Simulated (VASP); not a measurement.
# SnO2 (Cassiterite) (P4_2/mnm) in VASP: further runs, part 2 of 2

VASP 6.6.1. The steps go on from the part before.

### 3 Single point, PBE

This run uses another cell than the first one, of 12.64 Å³/atom, 1.060 times its volume.

File INCAR:

```
ALGO = Fast ; EDIFF = 1E-6
ENCUT = 520 ; GGA = PE
ISIF = 2 ; ISMEAR = -1
LASPH = True ; LCHARG = True
LELF = True ; LREAL = False
LVHAR = True ; LWAVE = False
NBANDS = 35 ; NELM = 100
PREC = Accurate ; SIGMA = 0.05
```

File KPOINTS:

```
k-points
0
Gamma
  6 6 8
```

File POSCAR:

```
SnO2
1.0
    4.8309255526      0.0000000000      0.0000000000
    0.0000000000      4.8309255526      0.0000000000
    0.0000000000      0.0000000000      3.2489962586
Sn O
2 4
Direct
    0.5000000000      0.5000000000      0.5000000000
    0.0000000000      0.0000000000      0.0000000000
    0.8071000000      0.1929000000      0.5000000000
    0.6929000000      0.6929000000      0.0000000000
    0.1929000000      0.8071000000      0.5000000000
    0.3071000000      0.3071000000      0.0000000000
```

Potentials or basis: VASP PAW PBE potentials, release 64 (Sn_d, O).

On the command line:

```bash
$ cat potpaw_PBE.64/Sn_d/POTCAR potpaw_PBE.64/O/POTCAR > POTCAR
$ mpirun -np 1 vasp_std > vasp.out
```

OUTCAR:

```text
EDIFF = 1E-6
   ENCUT = 520
   GGA = PE
   ISIF = 2
   ISMEAR = -1
   LASPH = True
   LREAL = False
   NELM = 100
   PREC = Accurate

 ion  position               nearest neighbor table
   1  0.500  0.500  0.500-   4 2.09   6 2.09   4 2.09   6 2.09   5 2.10   3 2.10
   2  0.000  0.000  0.000-   3 2.09   5 2.09   3 2.09   5 2.09   4 2.10   6 2.10
   3  0.807  0.193  0.500-   2 2.09   2 2.09   1 2.10
   4  0.693  0.693  0.000-   1 2.09   1 2.09   2 2.10
   5  0.193  0.807  0.500-   2 2.09   2 2.09   1 2.10
   6  0.307  0.307  0.000-   1 2.09   1 2.09   2 2.10

[... 1122 lines left out ...]
  -------------------------------------------------------------------------------------
  Total       -0.0608728     -0.0608728     -0.2533333     -0.0000000      0.0000000      0.0000000
  in kB       -1.2862457     -1.2862457     -5.3529474     -0.0000000      0.0000000      0.0000000
  external PRESSURE =      -2.6418129 kB  Pullay stress =       0.0000000 kB

 VOLUME and BASIS-vectors are now :
 -----------------------------------------------------------------------------
  energy-cutoff  :      520.00
  volume of cell :       75.82
      direct lattice vectors                 reciprocal lattice vectors
     4.830925553  0.000000000  0.000000000     0.206999671  0.000000000  0.000000000
     0.000000000  4.830925553  0.000000000     0.000000000  0.206999671  0.000000000
     0.000000000  0.000000000  3.248996259     0.000000000  0.000000000  0.307787366

 POSITION                                       TOTAL-FORCE (eV/Angst)
 -----------------------------------------------------------------------------------
      2.41546      2.41546      1.62450        -0.000000     -0.000000      0.000000
      0.00000      0.00000      0.00000        -0.000000     -0.000000      0.000000
      3.89904      0.93189      1.62450        -0.046772      0.046772      0.000000
      3.34735      3.34735      0.00000         0.046772      0.046772      0.000000
      0.93189      3.89904      1.62450         0.046772     -0.046772     -0.000000
      1.48358      1.48358      0.00000        -0.046772     -0.046772     -0.000000
 -----------------------------------------------------------------------------------
    total drift:                               -0.000000      0.000000      0.000000

  FREE ENERGIE OF THE ION-ELECTRON SYSTEM (eV)
  ---------------------------------------------------
  free  energy   TOTEN  =       -37.3113167450 eV

  energy  without entropy=      -37.3113020063  energy(sigma->0) =      -37.31130938
```

OSZICAR:

```text
N       E                     dE             d eps       ncg     rms          rms(c)
DAV:   1     0.632109544413E+03    0.63211E+03   -0.25384E+04  3887   0.229E+03
DAV:   2     0.558967063548E+02   -0.57621E+03   -0.54353E+03  3852   0.605E+02
DAV:   3    -0.384346066841E+02   -0.94331E+02   -0.91914E+02  3828   0.206E+02
DAV:   4    -0.433123277688E+02   -0.48777E+01   -0.48442E+01  4389   0.502E+01
DAV:   5    -0.434419719352E+02   -0.12964E+00   -0.12946E+00  4360   0.866E+00    0.156E+01
RMM:   6    -0.372365667522E+02    0.62054E+01   -0.16252E+01  4454   0.218E+01    0.521E+00
RMM:   7    -0.373222916319E+02   -0.85725E-01   -0.16590E+00  4851   0.821E+00    0.327E+00
RMM:   8    -0.373028669274E+02    0.19425E-01   -0.31514E-01  4733   0.355E+00    0.467E-01
RMM:   9    -0.373091111305E+02   -0.62442E-02   -0.12087E-01  5382   0.180E+00    0.289E-01
RMM:  10    -0.373113077513E+02   -0.21966E-02   -0.16796E-02  5019   0.808E-01    0.249E-01
RMM:  11    -0.373111829327E+02    0.12482E-03   -0.49463E-03  5281   0.431E-01    0.169E-02
RMM:  12    -0.373112981920E+02   -0.11526E-03   -0.12954E-03  5372   0.193E-01    0.314E-02
RMM:  13    -0.373113131260E+02   -0.14934E-04   -0.18329E-04  5564   0.703E-02    0.195E-02
RMM:  14    -0.373113164548E+02   -0.33288E-05   -0.33390E-05  4804   0.274E-02    0.616E-03
RMM:  15    -0.373113167450E+02   -0.29024E-06   -0.50191E-06  3879   0.136E-02
   1 F= -.37311317E+02 E0= -.37311309E+02  d E =-.147387E-04
```

stdout:

```text
POSCAR found type information on POSCAR SnO
 POSCAR found :  2 types and       6 ions
 scaLAPACK will be used
 LDA part: xc-table for (Slater+PW92), standard interpolation
 POSCAR, INCAR and KPOINTS ok, starting setup
 FFT: planning ... GRIDC
 FFT: planning ... GRID_SOFT
 FFT: planning ... GRID
 WAVECAR not read
 entering main loop
```

Run time: 90 s. Hardware: 1 thread of Intel Xeon Platinum 8488C (Sapphire Rapids), shared host; peak memory 0.23 GiB.

What came out:

```yaml
Free_energy: -37.3113 eV
Pressure: -0.3 GPa
Largest_force: 0.066 eV/Å
Band_gap_on_the_k_mesh: 0.62 eV, direct
```

Forces in eV/Å, atoms in the order of the input:
```
Sn   0.000  0.000  0.000
Sn   0.000  0.000  0.000
O   -0.047  0.047  0.000
O    0.047  0.047  0.000
O    0.047 -0.047  0.000
O   -0.047 -0.047  0.000
```

Caveat: spin-orbit coupling is left out, which moves the levels of the heavy elements. As with any semilocal functional, this PBE gap is likely too small.

### 4 Single point, RPBE+D4

This run uses another cell than the first one, of 11.21 Å³/atom, 0.940 times its volume.

File INCAR:

```
SYSTEM = SnO2
ALGO = Fast ; EDIFF = 1E-6
ENCUT = 520 ; GGA = RP
ISIF = 2 ; ISMEAR = -1
IVDW = 13 ; LASPH = .TRUE.
LCHARG = .TRUE. ; LELF = .TRUE.
LREAL = .FALSE. ; LVHAR = .TRUE.
LWAVE = .FALSE. ; NBANDS = 35
NELM = 100 ; PREC = Accurate
SIGMA = 0.05
```

File KPOINTS:

```
k-points
0
G
  6 6 8
  0 0 0
```

POSCAR, as its differences from that of step 3:

```diff
@@ -2,5 +2,5 @@
 1.0
-    4.8309255526      0.0000000000      0.0000000000
-    0.0000000000      4.8309255526      0.0000000000
-    0.0000000000      0.0000000000      3.2489962586
+    4.6412789831      0.0000000000      0.0000000000
+    0.0000000000      4.6412789831      0.0000000000
+    0.0000000000      0.0000000000      3.1214511354
 Sn O
```

On the command line:

```bash
$ cat potpaw_PBE.64/Sn_d/POTCAR potpaw_PBE.64/O/POTCAR > POTCAR
$ mpirun -np 1 vasp_std > vasp.out
```

It took 92 s on 1 thread of Intel Xeon Platinum 8488C (Sapphire Rapids), shared host; peak memory 0.23 GiB.

The run converged. Its results:

- Free energy: -37.6330 eV
- Pressure: 23.8 GPa
- Largest force: 0.631 eV/Å
- Band gap on the k mesh: 2.11 eV, direct
- Dispersion energy per atom: -0.594 eV

Forces on the atoms (eV/Å):
```
Sn   0.000  0.000  0.000
Sn   0.000  0.000  0.000
O   -0.446  0.446  0.000
O    0.446  0.446  0.000
O    0.446 -0.446  0.000
O   -0.446 -0.446  0.000
```

Stress tensor (GPa, compression positive):
```
20.76  0.00  0.00
 0.00 20.76  0.00
 0.00  0.00 29.98
```

Levels at points of the mesh, in eV from the valence-band top:
| k point | band 22 | band 23 | band 24 | band 25 | band 26 | band 27 | band 28 | band 29 | band 30 | band 31 |
| --- | --- | --- | --- | --- | --- | --- | --- | --- | --- | --- |
| (0.00, 0.00, 0.00) | -1.16 | -1.16 | -0.83 | -0.83 | 0.00 | 2.11 | 6.84 | 6.84 | 6.86 | 11.05 |
| (0.50, 0.00, 0.00) | -2.00 | -1.14 | -1.14 | -0.66 | -0.66 | 5.23 | 5.23 | 7.61 | 7.61 | 11.78 |
| (0.50, 0.50, 0.00) | -2.05 | -1.25 | -1.25 | -0.96 | -0.96 | 5.66 | 5.66 | 8.13 | 8.13 | 11.76 |
| (0.00, 0.00, 0.50) | -2.59 | -1.79 | -1.79 | -1.34 | -1.34 | 7.10 | 7.10 | 10.40 | 10.40 | 11.35 |
| (0.50, 0.00, 0.50) | -1.79 | -1.20 | -1.20 | -0.61 | -0.61 | 7.40 | 7.40 | 8.74 | 8.74 | 11.81 |
| (0.50, 0.50, 0.50) | -2.40 | -1.03 | -1.03 | -0.91 | -0.91 | 5.69 | 5.69 | 9.38 | 9.38 | 11.82 |

Caveat: so large a pressure means that the cell lies far from this level's equilibrium, or that cutoff or potentials fall short; the potentials were made for another functional, which shifts forces and pressure; spin-orbit coupling is left out, which moves the levels of the heavy elements. A hybrid or GW would open this gap; RPBE tends to underestimate it.

### 5 Overview

| level | cell | k mesh | smearing | gap on the mesh (eV) | pressure (GPa) | largest force (eV/Å) |
| --- | --- | --- | --- | --- | --- | --- |
| r2SCAN | P4_2/mnm, 11.92 Å³/atom | 5 × 5 × 7 | methfessel-paxton 0.05 eV | 1.99 | 4.5 | 0.28 |
| PBE | P4_2/mnm, 12.64 Å³/atom | 6 × 6 × 8 | fermi-dirac 0.05 eV | 0.62 | -0.3 | 0.07 |
| RPBE+D4 | P4_2/mnm, 11.21 Å³/atom | 6 × 6 × 8 | fermi-dirac 0.05 eV | 2.11 | 23.8 | 0.63 |

Alike in all rows: task single point; potentials or basis VASP PAW PBE potentials, release 64 (Sn_d, O); no spin polarisation; cutoff (eV) 520.

On the cell as given the gap runs from 0.62 eV (PBE) to 2.11 eV (RPBE+D4); the meshes differ, which moves gaps too. The pressure there spans -0.3 GPa (PBE) to 23.8 GPa (RPBE+D4); a positive pressure means that this level wants a larger cell, a negative one a smaller.

Caveats: spin-orbit coupling is left out, which moves the levels of the heavy elements; the PAW data sets were made with another functional, which shifts forces and pressure a little (some runs); so large a pressure means that the cell lies far from this level's equilibrium, or that cutoff or potentials fall short (some runs); the potentials were made for another functional, which shifts forces and pressure (some runs).

Absolute energies hang on the potentials; compare differences alone.
